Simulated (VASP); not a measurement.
Set up this calculation in VASP 6.6.1, as the native input.

* Task: band structure
* Functional: r2SCAN
* Potentials or basis: VASP PAW PBE potentials, release 64 (S, Mo_sv)
* Cutoff: 520 eV
* k mesh: 12 × 12 × 1
* Occupations: gaussian, width 0.03 eV
* Spin: no spin polarisation
* Dipole correction: yes
* Further INCAR settings: ALGO = All; EDIFF = 1e-06; NBANDS = 35

The structure of MoS2 lies in POSCAR:

```
MoS2                                    
1.0
    3.1511592275      0.0000000000      0.0000000000
   -1.5755796138      2.7289839378      0.0000000000
    0.0000000000      0.0000000000     27.2922960000
  S               Mo            
     4     2
Direct
     0.3333333300000021    0.6666666699999979    0.3316016050241459
     0.3333333300000021    0.6666666699999979    0.4463726783344559
     0.6666666699999979    0.3333333300000021    0.5536273216655441
     0.6666666699999979    0.3333333300000021    0.6683983949758541
     0.6666666699999979    0.3333333300000021    0.3890116340685439
     0.3333333300000021    0.6666666699999979    0.6109883659314560
```

The input as run:

INCAR

```
PREC = Accurate
ENCUT = 520
EDIFF = 1E-6
ISMEAR = 0
SIGMA = 0.03
LREAL = F
LASPH = T
NELM = 120
ALGO = All
ISIF = 2
LWAVE = F
LCHARG = F
LMAXMIX = 4
LDIPOL = T
IDIPOL = 3
DIPOL = 0.5 0.5 0.500
METAGGA = R2SCAN
LMIXTAU = T
NBANDS = 35
LVHAR = T
LVACPOTAV = T
AMIN = 0.01
KPAR = 4
```

KPOINTS

```
Automatic mesh
0
Gamma
  12 12 1
```

KPOINTS_OPT

```
explicit points
67
Reciprocal
 0.0000000000  0.0000000000  0.0000000000 1
 0.0357142900  0.0000000000  0.0000000000 1
 0.0714285700  0.0000000000  0.0000000000 1
 0.1071428600  0.0000000000  0.0000000000 1
 0.1428571400  0.0000000000  0.0000000000 1
 0.1785714300  0.0000000000  0.0000000000 1
 0.2142857100  0.0000000000  0.0000000000 1
 0.2500000000  0.0000000000  0.0000000000 1
 0.2857142900  0.0000000000  0.0000000000 1
 0.3214285700  0.0000000000  0.0000000000 1
 0.3571428600  0.0000000000  0.0000000000 1
 0.3928571400  0.0000000000  0.0000000000 1
 0.4285714300  0.0000000000  0.0000000000 1
 0.4642857100  0.0000000000  0.0000000000 1
 0.5000000000  0.0000000000  0.0000000000 1
 0.4791666700  0.0416666700  0.0000000000 1
 0.4583333300  0.0833333300  0.0000000000 1
 0.4375000000  0.1250000000  0.0000000000 1
 0.4166666700  0.1666666700  0.0000000000 1
 0.3958333300  0.2083333300  0.0000000000 1
 0.3750000000  0.2500000000  0.0000000000 1
 0.3541666700  0.2916666700  0.0000000000 1
 0.3333333300  0.3333333300  0.0000000000 1
 0.3137254900  0.3137254900  0.0000000000 1
 0.2941176500  0.2941176500  0.0000000000 1
 0.2745098000  0.2745098000  0.0000000000 1
 0.2549019600  0.2549019600  0.0000000000 1
 0.2352941200  0.2352941200  0.0000000000 1
 0.2156862700  0.2156862700  0.0000000000 1
 0.1960784300  0.1960784300  0.0000000000 1
 0.1764705900  0.1764705900  0.0000000000 1
 0.1568627500  0.1568627500  0.0000000000 1
 0.1372549000  0.1372549000  0.0000000000 1
 0.1176470600  0.1176470600  0.0000000000 1
 0.0980392200  0.0980392200  0.0000000000 1
 0.0784313700  0.0784313700  0.0000000000 1
 0.0588235300  0.0588235300  0.0000000000 1
 0.0392156900  0.0392156900  0.0000000000 1
 0.0196078400  0.0196078400  0.0000000000 1
 0.0000000000  0.0000000000  0.0000000000 1
 0.0000000000  0.0000000000  0.0000000000 1
 0.0060523400 -0.0030261700  0.0000000000 1
-0.0060523400  0.0030261700  0.0000000000 1
 0.0176526700 -0.0088263400  0.0000000000 1
-0.0176526700  0.0088263400  0.0000000000 1
 0.0000000000  0.0052414800  0.0000000000 1
-0.0000000000 -0.0052414800  0.0000000000 1
 0.0000000000  0.0152876600  0.0000000000 1
-0.0000000000 -0.0152876600  0.0000000000 1
 0.5000000000  0.0000000000  0.0000000000 1
 0.5060523400 -0.0030261700  0.0000000000 1
 0.4939476600  0.0030261700  0.0000000000 1
 0.5176526700 -0.0088263400  0.0000000000 1
 0.4823473300  0.0088263400  0.0000000000 1
 0.5000000000  0.0052414800  0.0000000000 1
 0.5000000000 -0.0052414800  0.0000000000 1
 0.5000000000  0.0152876600  0.0000000000 1
 0.5000000000 -0.0152876600  0.0000000000 1
 0.3333333300  0.3333333300  0.0000000000 1
 0.3393856700  0.3303071600  0.0000000000 1
 0.3272809900  0.3363595000  0.0000000000 1
 0.3509860000  0.3245069900  0.0000000000 1
 0.3156806600  0.3421596700  0.0000000000 1
 0.3333333300  0.3385748100  0.0000000000 1
 0.3333333300  0.3280918500  0.0000000000 1
 0.3333333300  0.3486209900  0.0000000000 1
 0.3333333300  0.3180456700  0.0000000000 1
```

Potentials or basis: VASP PAW PBE potentials, release 64 (S, Mo_sv).

Run with:

```bash
$ cat potpaw_PBE.64/S/POTCAR potpaw_PBE.64/Mo_sv/POTCAR > POTCAR
$ mpirun -np 4 vasp_std > vasp.out
```

Results of the run:

```json
{"Largest force": "0.193 eV/Å", "Band gap on the k mesh": "1.35 eV, indirect (least direct gap 1.86 eV)", "Band gap along the path": "1.34 eV, indirect (least direct gap 1.86 eV)", "Ionisation potential of the upper face": "5.60 eV"}
```

Caveat: the PAW data sets were made with another functional, which shifts forces and pressure a little.

It took 4.9 min on 4 MPI ranks on Intel(R) Xeon(R) 6975P-C (Granite Rapids), with other jobs on the host, peak memory 0.57 GiB a rank.
